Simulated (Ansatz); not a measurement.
**One run on Gd (R-3m): parallel moments**

Method: Ansatz, DFT, PBE, all-electron LAPW, scalar-relativistic.

Command: `ansatz run input.yaml --threads 2 --pin off --max-ram 6144MiB --backend cpu --events-out ev --progress --plain --runs-dir out`

```yaml
crystal:
  lattice:
    - [1.8248561918, 1.0535812136, 8.90239077]
    - [-1.8248561918, 1.0535812136, 8.90239077]
    - [0.0, -2.1071624271, 8.90239077]
  atoms:
    - { symbol: Gd, position: [0.0, 0.0, 0.0], spin: 7.0 }
    - { symbol: Gd, position: [0.2229111, 0.2229111, 0.2229111], spin: 7.0 }
    - { symbol: Gd, position: [0.7770889, 0.7770889, 0.7770889], spin: 7.0 }
magnetization:
  spin_polarized: true
kpoints:
  mp_grid: { grid: [11, 11, 11] }
scf:
  occupations: { method: fermi_dirac, width: 0.1 }
hamiltonian:
  xc: pbe
  pseudopotentials: { kind: all_electron, lapw: { basis_error: 0.001 } }
output:
  forces: true
  stress: true
  eigenvalues: true
  populations: true
```

The program prints:

```
Gd: projections on atomic orbitals take those of the free atom 1s2 2s2 2p6 3s2 3p6 3d10 4s2 4p6 4d10 4f7 5s2 5p6 5d1 6s2, of charge +0.00 (hamiltonian.pseudopotentials.projection_atoms)
LAPW: plane waves up to 6.282 Å⁻¹, error target 1.0e-3 eV per atom; small_component_spin mean_spin; Gd in spheres of 1.812 Å, 28 of its electrons in bands, Dirac shells [] (how accurate: hamiltonian.pseudopotentials.lapw.basis_error, Limitations)
Engine: ansatz 0.2.0
Pseudopotentials: kind: all_electron
Pseudopotential: Gd, LAPW, valence charge 28, lapw/all_electron/scalar/gaussian/Gd, Koelling and Harmon's equation, gaussian nucleus
Functional definition: PBE
  parameter kappa = 0.804
  parameter beta = 0.06672455060314922
  exchange = pbe_x(kappa = kappa, mu = beta*pi^2/3)
  correlation = pbe_c(beta = beta)
Crystal: 3 atoms, lattice volume = 102.696 Å³
Basis set: ecut = 150.34752604617344 eV, 443 PW (Γ), FFT grids on a1−a3, a2−a3, a3, exchange–correlation at level 2
Bands: 63, of which v1, the nominal top of the filled ones, is band 42 counted from 1 (41 counted from 0)
Symmetry: 12 space group operations
Space group: R-3m (ITA 166), of the structure as read, at distance tolerance 4.7e-5 Å
Magnetic group: BNS 166.97 (UNI 1327), of the structure as read, at distance tolerance 4.7e-5 Å
k-points: 146 of 1331
Non-local potential: Gd, projectors of the file, none
Initial density: superposition of atomic densities (chi_scale 0.1, normalization cell)
Starting moments: Σ|m| = 21 μB on 3 of 3 sites
Initial wavefunctions: plane waves of lowest kinetic energy (no species holds an atomic orbital)
Functional: x = pbe(κ = 0.804, μ = 0.2195149727645171), c = pbe(β = 0.06672455060314922)
iter 1 solved again at ethr=1.20e-4 eV; its pass at ethr=1.00e-1 eV (dr2=1.01e-1 eV) is discarded
SCF iter   1: F=—  HF=-920079.468344 eV  |F-HF|=—  |Δ(HF+E_count)|=         —  Δρ=6.27e-3 (↑5.59e-3 ↓6.27e-3)  dr2=1.01e-1  dr2_m=2.22e-2  M=21.951 μB ∫|m|=21.951 μB  β_m=0.30  ethr=1.20e-4  ⟨swp⟩=2.8  Hψ=115761  notcnv=0
Mixer restart at iter 1: flushing history
preconditioner: auto → Kerker (q_TF=auto, 2.638 Å⁻¹)  [metal: Δε(μ)=0.002 eV  Ē_g=12.040 eV  σ=0.100 eV  W_gap=0.01  n_scr=36 (ndim 8)  ℏωp=25.4 eV  f_vac=0.000  D(μ)=5.22/eV (n_scr^D=44)]
spin=Collinear: Kerker preconditioning applied to the charge; magnetization (m = ρ↑ − ρ↓) channel mixes plain (no charge-response kernel on spin).
SCF iter   2: F=—  HF=-920079.472475 eV  |F-HF|=—  |Δ(HF+E_count)|=   4.13e-3  Δρ=5.20e-3 (↑4.79e-3 ↓5.20e-3)  dr2=5.36e-2  dr2_m=1.59e-2  M=22.090 μB ∫|m|=22.090 μB  β_m=0.56  ethr=1.20e-4  ⟨swp⟩=2.2  Hψ=53823  notcnv=0
SCF iter   3: F=—  HF=-920079.734623 eV  |F-HF|=—  |Δ(HF+E_count)|=   2.62e-1  Δρ=2.00e-3 (↑2.00e-3 ↓1.78e-3)  dr2=1.96e-2  dr2_m=2.11e-3  M=22.295 μB ∫|m|=22.295 μB  β_m=0.47  ethr=6.38e-5  ⟨swp⟩=2.6  Hψ=54663  notcnv=0
SCF iter   4: F=—  HF=-920079.784839 eV  |F-HF|=—  |Δ(HF+E_count)|=   5.02e-2  Δρ=1.54e-3 (↑1.54e-3 ↓1.29e-3)  dr2=5.64e-3  dr2_m=1.11e-3  M=22.365 μB ∫|m|=22.365 μB  β_m=0.74  ethr=2.34e-5  ⟨swp⟩=2.6  Hψ=57778  notcnv=0
SCF iter   5: F=—  HF=-920079.857194 eV  |F-HF|=—  |Δ(HF+E_count)|=         —  Δρ=9.83e-4 (↑9.68e-4 ↓9.83e-4)  dr2=6.93e-3  dr2_m=5.47e-4  M=22.420 μB ∫|m|=22.420 μB  β_m=0.78  ethr=6.71e-6  ⟨swp⟩=3.0  Hψ=59082  notcnv=0
the basis was enlarged: its passes take 274.2 KiB over the memory plan, 2 of 2 planned eigensolver slots
SCF iter   6: F=—  HF=-920079.872752 eV  |F-HF|=—  |Δ(HF+E_count)|=   1.56e-2  Δρ=7.28e-4 (↑6.38e-4 ↓7.28e-4)  dr2=1.59e-2  dr2_m=1.40e-4  M=22.455 μB ∫|m|=22.455 μB  β_m=0.59  ethr=6.71e-6  ⟨swp⟩=3.0  Hψ=57352  notcnv=0
SCF iter   7: F=—  HF=-920079.875441 eV  |F-HF|=—  |Δ(HF+E_count)|=   2.69e-3  Δρ=2.76e-4 (↑1.07e-4 ↓2.76e-4)  dr2=7.28e-4  dr2_m=1.22e-5  M=22.494 μB ∫|m|=22.494 μB  β_m=0.61  ethr=6.71e-6  ⟨swp⟩=2.8  Hψ=56733  notcnv=0
SCF iter   8: F=—  HF=-920079.875450 eV  |F-HF|=—  |Δ(HF+E_count)|=   9.00e-6  Δρ=1.59e-4 (↑9.18e-5 ↓1.59e-4)  dr2=7.33e-5  dr2_m=6.82e-6  M=22.510 μB ∫|m|=22.510 μB  β_m=0.81  ethr=8.66e-7  ⟨swp⟩=2.4  Hψ=56403  notcnv=0
iter 9 solved again at ethr=5.72e-9 eV; its pass at ethr=8.73e-8 eV (dr2=4.80e-6 eV) is discarded
SCF iter   9: F=—  HF=-920079.875660 eV  |F-HF|=—  |Δ(HF+E_count)|=   2.11e-4  Δρ=6.30e-5 (↑4.72e-5 ↓6.30e-5)  dr2=4.80e-6  dr2_m=2.46e-6  M=22.530 μB ∫|m|=22.530 μB  β_m=0.90  ethr=5.72e-9  ⟨swp⟩=2.0  Hψ=96756  notcnv=0
SCF iter  10: F=—  HF=-920079.875715 eV  |F-HF|=—  |Δ(HF+E_count)|=   5.44e-5  Δρ=2.54e-5 (↑2.51e-5 ↓2.54e-5)  dr2=6.07e-7  dr2_m=5.39e-7  M=22.543 μB ∫|m|=22.543 μB  β_m=0.86  ethr=5.72e-9  ⟨swp⟩=3.0  Hψ=61187  notcnv=0
SCF iter  11: F=—  HF=-920079.875731 eV  |F-HF|=—  |Δ(HF+E_count)|=   1.58e-5  Δρ=1.67e-5 (↑1.67e-5 ↓1.18e-5)  dr2=1.99e-6  dr2_m=1.48e-7  M=22.549 μB ∫|m|=22.549 μB  β_m=0.81  ethr=7.23e-10  ⟨swp⟩=3.1  Hψ=62966  notcnv=0
SCF iter  12: F=—  HF=-920079.875738 eV  |F-HF|=—  |Δ(HF+E_count)|=   7.28e-6  Δρ=6.69e-6 (↑4.96e-6 ↓6.69e-6)  dr2=3.21e-7  dr2_m=1.64e-8  M=22.553 μB ∫|m|=22.553 μB  β_m=0.86  ethr=7.23e-10  ⟨swp⟩=3.0  Hψ=60329  notcnv=0
SCF iter  13: F=—  HF=-920079.875740 eV  |F-HF|=—  |Δ(HF+E_count)|=   2.01e-6  Δρ=5.05e-6 (↑3.20e-6 ↓5.05e-6)  dr2=8.42e-8  dr2_m=8.30e-9  M=22.556 μB ∫|m|=22.557 μB  β_m=0.65  ethr=3.82e-10  ⟨swp⟩=3.0  Hψ=60053  notcnv=0
SCF iter  14: F=—  HF=-920079.875740 eV  |F-HF|=—  |Δ(HF+E_count)|=   1.18e-8  Δρ=2.43e-6 (↑1.57e-6 ↓2.43e-6)  dr2=2.68e-8  dr2_m=1.54e-9  M=22.555 μB ∫|m|=22.555 μB  β_m=0.55  ethr=1.00e-10  ⟨swp⟩=3.0  Hψ=60881  notcnv=0
SCF iter  15: F=—  HF=-920079.875740 eV  |F-HF|=—  |Δ(HF+E_count)|=   1.75e-7  Δρ=1.33e-6 (↑7.90e-7 ↓1.33e-6)  dr2=9.28e-9  dr2_m=3.33e-10  M=22.555 μB ∫|m|=22.555 μB  β_m=0.77  ethr=3.19e-11  ⟨swp⟩=3.0  Hψ=58346  notcnv=0
SCF iter  16: F=-920079.875740 eV  HF=-920079.875740 eV  |F-HF|=1.41e-8  |Δ(HF+E_count)|=   1.98e-8  Δρ=7.46e-7 (↑5.52e-7 ↓7.46e-7)  dr2=1.61e-9  dr2_m=2.92e-10  M=22.555 μB ∫|m|=22.555 μB  ethr=1.11e-11  ⟨swp⟩=3.0  Hψ=58096  notcnv=0
SCF 1 converged in 16 iterations: F = -920079.875740 eV  dr2 = 1.61e-9
WARN: an SCF from ferrimagnetic starting moments (7.00, -7.00, 7.00 Bohr magnetons, atom by atom) was not made, by what the run has read of turns of its moments that order reads lower: the deck asks for what bars it, or types moments that do (magnetization.spin_polarized, in the input reference, names some of the keys), or the run goes by scf.lower_state_search: light, the default, which as a rule …
SCF converged after 16 iterations
Magnetization: 22.5551 μB (53.2776 up, 30.7224 down)
Absolute magnetization: 22.5552 μB (∫|ρ↑−ρ↓|)
Spin contamination: 0.0391 ħ² per cell (⟨S²⟩ above its minimum at these occupations)
Per-site moments (μB) at R_I (Å): [(7.3825054184273, 1.812258334894124), (7.384131274893413, 1.812258334894124), (7.384131274893413, 1.812258334894124)]
Free energy (F): -920079.875740 eV
Harris-Foulkes:  -920079.875740 eV  (|F-HF|=1.41e-8)
Internal energy: -920079.632203 eV  (E = F + TS)
E sigma→0 (E₀):  -920079.753971 eV
Entropy (-TS):   -0.243537 eV (-81.179 meV/atom)
Fermi energy:    13.715087 eV
--- Per-component energies (eV) ---
  E_band       = -3816.932074
  E_kinetic    = 1000117.326236
  E_xc         = -20414.200636
  E_electrostatic = -1899782.757802  (all electrons and nuclei)
  E_smearing   = -0.243537  (= −TS)
  E_closure    = 0.000000  (closes the sum)
  E_atoms      = -920037.536440  (free atoms, spherical and without spin; not in F)
  Σ components = -920079.875740   (vs F -920079.875740, Δ=0.00e0)
  Basis errors (estimates in eV, not in F): energy 2.3e-4 per atom: plane waves 1.7e-4 (8.7e-5 summed), levels above the bands 3.1e-19, relativity 2.5e-7, radial functions 6.6e-5, core shells 2.1e-7; eigenvalues (radial functions only) 6.6e-7; not estimated: angular momenta, meshes, grids; target (lapw.basis_error) 1.0e-3; muffin-tin radii Gd 1.812 Å
--- Forces (eV/Å), atoms counted from 1 ---
  atom   1  Gd    -0.00000000     0.00000000    -0.00000000
  atom   2  Gd     0.00000000    -0.00000000    -0.10969639
  atom   3  Gd     0.00000000     0.00000000     0.10969639
  max |Σ_I F_I| component: 4.16e-17 eV/Å
--- Stress (GPa, compression-positive) ---
       -0.276568       0.000000       0.000000
        0.000000      -0.276568      -0.000000
        0.000000      -0.000000      -0.760671
  P = ⅓ Tr σ = -0.4379 GPa (-4.379 kbar)
--- Band table (eV; the first three rows and the last of 292) ---
  k-point 0 ↑: bands = ["-129.7125", "-129.7125", "-129.7085", "-129.7085", "-129.7085", "-129.7085", "-129.7060", "-129.7060", "-129.7060", "-129.7060", "-129.6937", "-129.6899", "-129.6899", "-129.6828", "-129.6828", "-31.5005", "-31.4677", "-31.4412", "-9.0994", "-9.0923", "-8.6883", "-8.6883", "-8.6754", "-8.6754", "-8.6125", "-8.6098", "-8.6098", "8.7158", "9.0274", "9.0366", "9.0407", "9.075 …
  k-point 1 ↑: bands = ["-129.7125", "-129.7125", "-129.7085", "-129.7085", "-129.7085", "-129.7085", "-129.7060", "-129.7060", "-129.7060", "-129.7060", "-129.6937", "-129.6899", "-129.6899", "-129.6828", "-129.6828", "-31.4968", "-31.4655", "-31.4389", "-9.1051", "-9.0738", "-8.7247", "-8.7061", "-8.6991", "-8.6854", "-8.6503", "-8.6186", "-8.6160", "8.9018", "9.0322", "9.0419", "9.0528", "9.074 …
  k-point 2 ↑: bands = ["-129.7125", "-129.7125", "-129.7085", "-129.7085", "-129.7085", "-129.7085", "-129.7060", "-129.7060", "-129.7060", "-129.7060", "-129.6937", "-129.6899", "-129.6899", "-129.6828", "-129.6828", "-31.4867", "-31.4595", "-31.4325", "-9.0997", "-9.0570", "-8.8163", "-8.7889", "-8.7458", "-8.7271", "-8.7122", "-8.6369", "-8.6332", "9.0435", "9.0544", "9.0569", "9.0726", "9.083 …
  k-point 145 ↓: bands = ["-123.8274", "-123.8274", "-123.8274", "-123.8274", "-123.8248", "-123.8248", "-123.8213", "-123.8213", "-123.8213", "-123.8213", "-123.8060", "-123.8060", "-123.8015", "-123.7980", "-123.7980", "-28.3346", "-28.3231", "-28.2709", "-6.9695", "-6.4589", "-6.4246", "-6.3584", "-6.3267", "-6.2709", "-6.2584", "-6.2497", "-6.2261", "10.4051", "10.4853", "12.4424", "14.0122",  …
--- Löwdin populations: 3 sites ---
  site symbol       q [e]    m [muB]
     0     Gd     63.9597     7.5029
     1     Gd     63.9546     7.5034
     2     Gd     63.9546     7.5034
  spilling = 0.000682 (of n_electrons = 192.000000)
```

populations.tsv:

```
# site	symbol	l	j	q_up	q_dn
# orbitals = lowdin
# n_electrons = 192.000000
# spilling = 0.000682
# projection_atom_Gd: 1s2 2s2 2p6 3s2 3p6 3d10 4s2 4p6 4d10 4f7 5s2 5p6 5d1 6s2
0	Gd	0_1S	-	1.000000	1.000000
0	Gd	0_2S	-	0.999991	0.999990
0	Gd	0_3S	-	0.999876	0.999870
0	Gd	0_4S	-	0.998679	0.998638
0	Gd	0_5S	-	0.978033	0.980316
0	Gd	0_6S	-	0.421232	0.385907
0	Gd	1_2P	-	3.000000	3.000000
0	Gd	1_3P	-	2.999998	2.999997
0	Gd	1_4P	-	2.999914	2.999866
0	Gd	1_5P	-	2.985875	2.967680
0	Gd	2_3D	-	4.999999	4.999998
0	Gd	2_4D	-	4.999968	4.999949
0	Gd	2_5D	-	1.355101	0.776064
0	Gd	3_4F	-	6.992671	0.120136
1	Gd	0_1S	-	1.000000	1.000000
1	Gd	0_2S	-	0.999991	0.999991
1	Gd	0_3S	-	0.999880	0.999873
1	Gd	0_4S	-	0.998712	0.998664
1	Gd	0_5S	-	0.978533	0.980701
1	Gd	0_6S	-	0.418726	0.388393
1	Gd	1_2P	-	3.000000	3.000000
1	Gd	1_3P	-	2.999998	2.999997
1	Gd	1_4P	-	2.999918	2.999869
1	Gd	1_5P	-	2.986639	2.968181
1	Gd	2_3D	-	4.999999	4.999998
1	Gd	2_4D	-	4.999969	4.999948
1	Gd	2_5D	-	1.353832	0.768171
1	Gd	3_4F	-	6.992798	0.121840
2	Gd	0_1S	-	1.000000	1.000000
2	Gd	0_2S	-	0.999991	0.999991
2	Gd	0_3S	-	0.999880	0.999873
2	Gd	0_4S	-	0.998712	0.998664
2	Gd	0_5S	-	0.978533	0.980701
2	Gd	0_6S	-	0.418726	0.388393
2	Gd	1_2P	-	3.000000	3.000000
2	Gd	1_3P	-	2.999998	2.999997
2	Gd	1_4P	-	2.999918	2.999869
2	Gd	1_5P	-	2.986639	2.968181
2	Gd	2_3D	-	4.999999	4.999998
2	Gd	2_4D	-	4.999969	4.999948
[...]
```

Site moments (μB): Gd1 7.38, Gd2 7.38, Gd3 7.38. Cell moment 22.56 μB.

The magnetic group in the log treats spin as a scalar label, without spin–orbit coupling.

The program warned that a lower magnetic state may exist. Without U a semilocal functional puts the f levels too near the Fermi level, which can change moments and the order of magnetic states; site and cell moments are spin moments. Spin–orbit coupling is left out although heavy atoms are present. With open f shells a run can end in a state that isn't the lowest. The state reached may lie above the lowest one, so it isn't offered as the ground state. These are results for the start and cell typed. The real compound can order otherwise, in a larger cell, or not at all, since semilocal functionals at zero temperature often overstate magnetism.

It took 3.9 min on 2 threads of Arm Neoverse V1, with other jobs on the host, peak memory 1.6 GiB.
